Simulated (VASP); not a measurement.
# InP (F-43m) in VASP: further runs, part 2 of 3

VASP 6.6.1.

## 3. G0W0 quasiparticle levels, PBE

The input, POSCAR:

```
InP
1.0
    0.0000000000      2.9305000000      2.9305000000
    2.9305000000      0.0000000000      2.9305000000
    2.9305000000      2.9305000000      0.0000000000
In P
1 1
Direct
    0.0000000000      0.0000000000      0.0000000000
    0.7500000000      0.7500000000      0.7500000000
```

The input, INCAR.step1:

```
  PREC = Accurate
  ENCUT = 450
  EDIFF = 1E-8
  ISMEAR = 0
  SIGMA = 0.01
  LREAL = F
  LASPH = T
  NELM = 60
  ALGO = Normal
  LWAVE = T
  LCHARG = F
  GGA = PE
```

The input, INCAR.step2:

```
  PREC = Accurate
  ENCUT = 450
  EDIFF = 1E-8
  ISMEAR = 0
  SIGMA = 0.01
  LREAL = F
  LASPH = T
  NELM = 1
  ALGO = Exact
  LWAVE = T
  LCHARG = F
  GGA = PE
  NBANDS = 129
  LOPTICS = T
  ISTART = 1
```

The input, INCAR.step3:

```
  PREC = Accurate
  ENCUT = 450
  EDIFF = 1E-8
  ISMEAR = 0
  SIGMA = 0.01
  LREAL = F
  LASPH = T
  ALGO = EVGW0
  LWAVE = F
  LCHARG = F
  GGA = PE
  NELMGW = 1
  NBANDS = 129
  ENCUTGW = 100
  NOMEGA = 48
  PRECFOCK = Fast
  ISTART = 1
  NBANDSGW = 17
```

The input, KPOINTS:

```
Automatic mesh
0
Gamma
  3 3 3
```

Potentials or basis: VASP PAW PBE potentials, release 64 (In_d_GW, P_GW).

The run is started by

```bash
> cat potpaw_PBE.64/In_d_GW/POTCAR potpaw_PBE.64/P_GW/POTCAR > POTCAR
> cp INCAR.step1 INCAR
> mpirun -np 1 vasp_std > vasp.out
> cp INCAR.step2 INCAR
> mpirun -np 1 vasp_std > vasp.out
> cp INCAR.step3 INCAR
> mpirun -np 1 vasp_std > vasp.out
```

OUTCAR:

```text
PREC = Accurate
   ENCUT = 450
   EDIFF = 1E-8
   ISMEAR = 0
   LREAL = F
   LASPH = T
   GGA = PE
   NELMGW = 1
   ENCUTGW = 100
   PRECFOCK = Fast
   ISTART = 1

 Found      4 irreducible k-points:

 Following reciprocal coordinates:
            Coordinates               Weight
  0.000000  0.000000  0.000000      1.000000
  0.333333  0.000000  0.000000      8.000000
  0.333333  0.333333  0.000000      6.000000
 -0.333333  0.333333  0.000000     12.000000
   k-points           NKPTS =      4   k-points in BZ     NKDIM =     27   number of bands    NBANDS=    129
   number of dos      NEDOS =    301   number of ions     NIONS =      2
   total plane-waves  NPLWV =  27000
   dimension x,y,z NGX =    30 NGY =   30 NGZ =   30
   dimension x,y,z NGXF=    60 NGYF=   60 NGZF=   60
   ions per type =               1   1
   NGX,Y,Z   is equivalent  to a cutoff of  12.03, 12.03, 12.03 a.u.
   NGXF,Y,Z  is equivalent  to a cutoff of  24.07, 24.07, 24.07 a.u.
 SYSTEM =  unknown system
   PREC   = accura    normal or accurate (medium, high low for compatibility)
   ISTART =      1    job   : 0-new  1-cont  2-samecut
   ICHARG =      0    charge: 1-file 2-atom 10-const
   ISPIN  =      1    spin polarized calculation?
   LNONCOLLINEAR =      F non collinear calculations
   LSORBIT =      F    spin-orbit coupling
   LASPH  =      T    aspherical Exc in radial PAW
   ENCUT  =  450.0 eV  33.07 Ry    5.75 a.u.   7.17  7.17  7.17*2*pi/ulx,y,z
   NELM   =     60;   NELMIN=  2; NELMDL=  0     # of ELM steps
   EDIFF  = 0.1E-07   stopping-criterion for ELM
   LREAL  =      F    real-space projection
   EDIFFG = 0.1E-06   stopping-criterion for IOM
   NSW    =      0    number of steps for IOM
   IBRION =     -1    ionic relax: 0-MD 1-quasi-New 2-CG
   NFREE  =      0    steps in history (QN), initial steepest desc. (CG)
   ISIF   =      0    stress and relaxation
   ISYM   =      3    0-nonsym 1-usesym 2-fastsym
   POTIM  = 0.5000    time-step for ionic-motion
   TEBEG  =    0.0;   TEEND  =   0.0 temperature during run
   PSTRESS=    0.0 pullay stress
   NELECT =      18.0000    total number of electrons
   NUPDOWN=      -1.0000    fix difference up-down
   EMIN   =  10.00;   EMAX   =-10.00  energy-range for DOS
   EFERMI =   0.00;   METHOD = LEGACY
   ISMEAR =     0;   SIGMA  =   0.01  broadening in eV -4-tet -1-fermi 0-gaus
   EFERMI_NEDOS =   21; number of points for ismear=-14 and -15
   IALGO  =     38    algorithm
   IMIX   =      4    mixing-type and parameters
     AMIX     =   0.40;   BMIX     =  1.00
     AMIX_MAG =   1.60;   BMIX_MAG =  1.00
  volume/ion in A,a.u.               =      25.17       169.83
  Fermi-wavevector in a.u.,A,eV,Ry     =   1.162021  2.195901 18.371846  1.350293
  Thomas-Fermi vector in A             =   2.298587
   LORBIT       =      0    0 simple, 1 ext, 2 COOP (PROOUT), +10 PAW based schemes
   GGA     = PE    functional components
   LHFCALC =     T    Hartree Fock is set to
   PRECFOCK=fast      Normal, Fast or Accurate (Low or Medium for compatibility)
   ENCUT4O =  -1.0   cutoff for four orbital integrals eV
   NKREDX  =     1    reduce k-point grid by
   NKREDY  =     1    reduce k-point grid by
   NKREDZ  =     1    reduce k-point grid by
   AEXX    =    1.0000 exact exchange contribution
   HFSCREEN=    0.0000 screening length (either q_TF or 0.3 A-1)
   HFSCREENC=   0.0000 screening length for correlation (either q_TF or 0.3 A-1)
   ENCUTFOCK=  -1.0 apply spherical cutoff to Coloumb kernel
   IVDW    =     0    specifies the selected vdW correction
   LEPSILON=     F    determine dielectric tensor
   LRPA    =     F    only Hartree local field effects (RPA)
   LRPAFORCE           =     F    calculate RPA forces
   ENCUTGW             = 100.0    cutoff for response function in eV
   ENCUTGWSOFT         =  80.0    soft cutoff for Coulomb kernel in GW response function in eV
   ENCUTLF             =  -1.0    cutoff for local field effects
   NELMGW              =     1    number of iterations in solving QP/BSE equation
   NELMHF              =     1    number of iterations in the inner HF iteration
   NKREDLFX            =     1    NKREDLFY  =   1   NKREDLFZ  =   1
 non-spin polarized calculation
 Gauss-broadening in eV      SIGMA  =   0.01
  energy-cutoff  :      450.00
  volume of cell :       50.33
 maximum number of plane-waves:      1113
 NGX is ok and might be reduce to    30
  NGX = 16; NGY = 16; NGZ = 16
   NGX = 15   NGY = 15   NGZ = 15
 maximum number of plane-waves:       117

 QP shifts <psi_nk| G(iteration)W_0 |psi_nk>: iteration 1
 for sc-GW calculations column KS-energies equals QP-energies in previous step
 and V_xc(KS)=  KS-energies - (<T + V_ion + V_H > + <T+V_H+V_ion>^1  + <V_x>^1)

 k-point   1 :       0.0000    0.0000    0.0000
  band No.  KS-energies  QP-energies   sigma(KS)   V_xc(KS)     V^pw_x(r,r')   Z            occupation Imag(sigma)

      1     -10.2933     -12.3841     -19.5397     -16.5967     -25.3298       0.7104       2.0000       0.3681
      2     -10.2933     -12.3841     -19.5397     -16.5967     -25.3298       0.7104       2.0000       0.3681
      3     -10.2933     -12.3841     -19.5397     -16.5967     -25.3298       0.7104       2.0000       0.3681
      4     -10.1476     -12.2613     -19.6647     -16.6813     -25.3437       0.7085       2.0000       0.2915
      5     -10.1476     -12.2613     -19.6647     -16.6813     -25.3437       0.7085       2.0000       0.2915
      6      -7.4965      -7.8848     -11.8720     -11.2915     -18.2328       0.6690       2.0000       1.0697
[... 9 lines left out ...]
     16      13.3900      13.6053      -9.9351     -10.2238      -4.5789       0.7456       0.0000      -0.2111
     17      15.1508      14.8885      -7.8869      -7.5434      -2.2265       0.7637       0.0000      -0.4404

 k-point   2 :       0.3333    0.0000    0.0000
  band No.  KS-energies  QP-energies   sigma(KS)   V_xc(KS)     V^pw_x(r,r')   Z            occupation Imag(sigma)

      1     -10.3780     -12.3698     -19.2529     -16.4123     -25.1398       0.7012       2.0000       0.3932
      2     -10.2619     -12.3560     -19.5767     -16.6269     -25.3500       0.7099       2.0000       0.3597
      3     -10.2619     -12.3560     -19.5767     -16.6269     -25.3500       0.7099       2.0000       0.3597
      4     -10.1406     -12.2537     -19.6709     -16.6925     -25.3595       0.7095       2.0000       0.2926
      5     -10.1406     -12.2537     -19.6709     -16.6925     -25.3595       0.7095       2.0000       0.2926
      6      -6.3726      -6.7878     -12.4293     -11.8032     -18.3664       0.6631       2.0000       0.8742
[... 9 lines left out ...]
     16      13.0533      13.1489      -9.5598      -9.6879      -4.1946       0.7463       0.0000      -0.2282
     17      17.8490      17.8235      -9.5065      -9.4725      -3.1524       0.7509       0.0000      -0.6637

 k-point   3 :       0.3333    0.3333    0.0000
  band No.  KS-energies  QP-energies   sigma(KS)   V_xc(KS)     V^pw_x(r,r')   Z            occupation Imag(sigma)

      1     -10.4311     -12.4067     -19.1877     -16.3704     -25.1035       0.7012       2.0000       0.4077
      2     -10.2169     -12.3206     -19.6453     -16.6866     -25.4095       0.7110       2.0000       0.3516
      3     -10.2169     -12.3206     -19.6453     -16.6866     -25.4095       0.7110       2.0000       0.3516
      4     -10.1839     -12.2843     -19.5853     -16.6154     -25.2746       0.7072       2.0000       0.2972
      5     -10.1216     -12.2349     -19.6867     -16.7115     -25.3767       0.7103       2.0000       0.2881
      6      -5.9901      -6.4018     -12.5094     -11.8862     -18.3062       0.6607       2.0000       0.8193
[... 9 lines left out ...]
     16      17.3369      17.2362      -8.7830      -8.6493      -2.7486       0.7529       0.0000      -0.5419
     17      18.1419      18.3299     -10.2280     -10.4773      -3.7866       0.7541       0.0000      -0.7792

 k-point   4 :      -0.3333    0.3333    0.0000
  band No.  KS-energies  QP-energies   sigma(KS)   V_xc(KS)     V^pw_x(r,r')   Z            occupation Imag(sigma)

      1     -10.4273     -12.3798     -19.1502     -16.3602     -25.0946       0.6998       2.0000       0.4149
      2     -10.2338     -12.3273     -19.6067     -16.6457     -25.3601       0.7070       2.0000       0.3405
      3     -10.2152     -12.3197     -19.6445     -16.6896     -25.4093       0.7122       2.0000       0.3539
      4     -10.1613     -12.2662     -19.6315     -16.6576     -25.3237       0.7078       2.0000       0.2939
      5     -10.1358     -12.2466     -19.6648     -16.6908     -25.3551       0.7098       2.0000       0.2895
      6      -5.2478      -5.6662     -13.0445     -12.4209     -18.6366       0.6709       2.0000       0.7270
[... 9 lines left out ...]
     16      17.1145      17.1216      -9.1238      -9.1332      -3.0451       0.7477       0.0000      -0.5220
     17      17.9822      18.0573      -9.5020      -9.6032      -3.1822       0.7411       0.0000      -0.6667
```

It took 51 s on 1 thread of Intel Xeon 6975P-C (Granite Rapids), shared host; peak memory 0.33 GiB.

The run converged, but some of its settings lie outside the range that counts as converged, so its numbers aren't taken as properties of the crystal.

Results:

| Item | Value |
| --- | --- |
| Band gap on the k mesh, mean-field level | 0.67 eV, direct |
| Quasiparticle gap | 1.18 eV |
| Least direct quasiparticle gap | 1.18 eV |

Caveat: the k mesh is coarse (spacing up to 0.62 Å⁻¹), so the values aren't converged; bands, screening cutoff and mesh are small and nothing is extrapolated, so the quasiparticle values aren't converged; spin-orbit coupling is left out, which moves the levels of the heavy elements.

## 4. G0W0 quasiparticle levels, PBE

POSCAR is that of step 3.

INCAR.step1 is that of step 3.

INCAR.step2, as its differences from that of step 3:

```diff
@@ -12,3 +12,3 @@
   GGA = PE
-  NBANDS = 129
+  NBANDS = 69
   LOPTICS = T
```

INCAR.step3, as its differences from that of step 3:

```diff
@@ -12,4 +12,4 @@
   NELMGW = 1
-  NBANDS = 129
-  ENCUTGW = 100
+  NBANDS = 69
+  ENCUTGW = 260
   NOMEGA = 48
```

KPOINTS is that of step 3.

Potentials or basis: VASP PAW PBE potentials, release 64 (In_d_GW, P_GW).

The run is started by

```bash
> cat potpaw_PBE.64/In_d_GW/POTCAR potpaw_PBE.64/P_GW/POTCAR > POTCAR
> cp INCAR.step1 INCAR
> mpirun -np 1 vasp_std > vasp.out
> cp INCAR.step2 INCAR
> mpirun -np 1 vasp_std > vasp.out
> cp INCAR.step3 INCAR
> mpirun -np 1 vasp_std > vasp.out
```

OUTCAR:

```text
PREC = Accurate
   ENCUT = 450
   EDIFF = 1E-8
   ISMEAR = 0
   LREAL = F
   LASPH = T
   GGA = PE
   NELMGW = 1
   ENCUTGW = 260
   PRECFOCK = Fast
   ISTART = 1

 Found      4 irreducible k-points:

 Following reciprocal coordinates:
            Coordinates               Weight
  0.000000  0.000000  0.000000      1.000000
  0.333333  0.000000  0.000000      8.000000
  0.333333  0.333333  0.000000      6.000000
 -0.333333  0.333333  0.000000     12.000000
   k-points           NKPTS =      4   k-points in BZ     NKDIM =     27   number of bands    NBANDS=     69
   number of dos      NEDOS =    301   number of ions     NIONS =      2
   total plane-waves  NPLWV =  27000
   dimension x,y,z NGX =    30 NGY =   30 NGZ =   30
   dimension x,y,z NGXF=    60 NGYF=   60 NGZF=   60
   ions per type =               1   1
   NGX,Y,Z   is equivalent  to a cutoff of  12.03, 12.03, 12.03 a.u.
   NGXF,Y,Z  is equivalent  to a cutoff of  24.07, 24.07, 24.07 a.u.
 SYSTEM =  unknown system
   PREC   = accura    normal or accurate (medium, high low for compatibility)
   ISTART =      1    job   : 0-new  1-cont  2-samecut
   ICHARG =      0    charge: 1-file 2-atom 10-const
[... 31 lines left out ...]
   GGA     = PE    functional components
   LHFCALC =     T    Hartree Fock is set to
   PRECFOCK=fast      Normal, Fast or Accurate (Low or Medium for compatibility)
   ENCUT4O =  -1.0   cutoff for four orbital integrals eV
   NKREDX  =     1    reduce k-point grid by
   NKREDY  =     1    reduce k-point grid by
   NKREDZ  =     1    reduce k-point grid by
   AEXX    =    1.0000 exact exchange contribution
   HFSCREEN=    0.0000 screening length (either q_TF or 0.3 A-1)
   HFSCREENC=   0.0000 screening length for correlation (either q_TF or 0.3 A-1)
   ENCUTFOCK=  -1.0 apply spherical cutoff to Coloumb kernel
   IVDW    =     0    specifies the selected vdW correction
   LEPSILON=     F    determine dielectric tensor
   LRPA    =     F    only Hartree local field effects (RPA)
   LRPAFORCE           =     F    calculate RPA forces
   ENCUTGW             = 260.0    cutoff for response function in eV
   ENCUTGWSOFT         = 208.0    soft cutoff for Coulomb kernel in GW response function in eV
   ENCUTLF             =  -1.0    cutoff for local field effects
   NELMGW              =     1    number of iterations in solving QP/BSE equation
   NELMHF              =     1    number of iterations in the inner HF iteration
   NKREDLFX            =     1    NKREDLFY  =   1   NKREDLFZ  =   1
 non-spin polarized calculation
 Gauss-broadening in eV      SIGMA  =   0.01
  energy-cutoff  :      450.00
  volume of cell :       50.33
 maximum number of plane-waves:      1113
 NGX is ok and might be reduce to    30
  NGX = 16; NGY = 16; NGZ = 16
   NGX = 15   NGY = 15   NGZ = 15
 maximum number of plane-waves:       531

 QP shifts <psi_nk| G(iteration)W_0 |psi_nk>: iteration 1
 for sc-GW calculations column KS-energies equals QP-energies in previous step
 and V_xc(KS)=  KS-energies - (<T + V_ion + V_H > + <T+V_H+V_ion>^1  + <V_x>^1)

 k-point   1 :       0.0000    0.0000    0.0000
  band No.  KS-energies  QP-energies   sigma(KS)   V_xc(KS)     V^pw_x(r,r')   Z            occupation Imag(sigma)

      1     -10.2933     -12.0063     -19.0312     -16.5967     -25.3298       0.7036       2.0000       0.4060
      2     -10.2933     -12.0063     -19.0312     -16.5967     -25.3298       0.7036       2.0000       0.4060
      3     -10.2933     -12.0063     -19.0312     -16.5967     -25.3298       0.7036       2.0000       0.4060
      4     -10.1476     -11.8813     -19.1521     -16.6813     -25.3437       0.7017       2.0000       0.3296
      5     -10.1476     -11.8813     -19.1521     -16.6813     -25.3437       0.7017       2.0000       0.3296
      6      -7.4965      -7.7894     -11.7277     -11.2915     -18.2328       0.6717       2.0000       1.0866
[... 59 lines left out ...]
      3     -10.2152     -11.9389     -19.1327     -16.6896     -25.4093       0.7055       2.0000       0.3884
      4     -10.1613     -11.8871     -19.1198     -16.6576     -25.3237       0.7009       2.0000       0.3319
      5     -10.1358     -11.8663     -19.1525     -16.6908     -25.3551       0.7030       2.0000       0.3263
      6      -5.2478      -5.5682     -12.8988     -12.4209     -18.6366       0.6703       2.0000       0.7375
[... 9 lines left out ...]
     16      17.1145      17.3037      -8.8801      -9.1332      -3.0451       0.7475       0.0000      -0.5635
     17      17.9822      18.2387      -9.2564      -9.6032      -3.1822       0.7394       0.0000      -0.7168
```

It took 60 s on 1 thread of Intel Xeon 6975P-C (Granite Rapids), shared host; peak memory 0.61 GiB.

These settings aren't checked as converged: the numbers below hold their error.

What came out:

```
Band gap on the k mesh, mean-field level : 0.67 eV, direct
Quasiparticle gap                        : 1.19 eV
Least direct quasiparticle gap           : 1.19 eV
```

Caveat: the k mesh is coarse (spacing up to 0.62 Å⁻¹), so the values aren't converged; bands, screening cutoff and mesh are small and nothing is extrapolated, so the quasiparticle values aren't converged; spin-orbit coupling is left out, which moves the levels of the heavy elements.

[end of part 2 of 3]
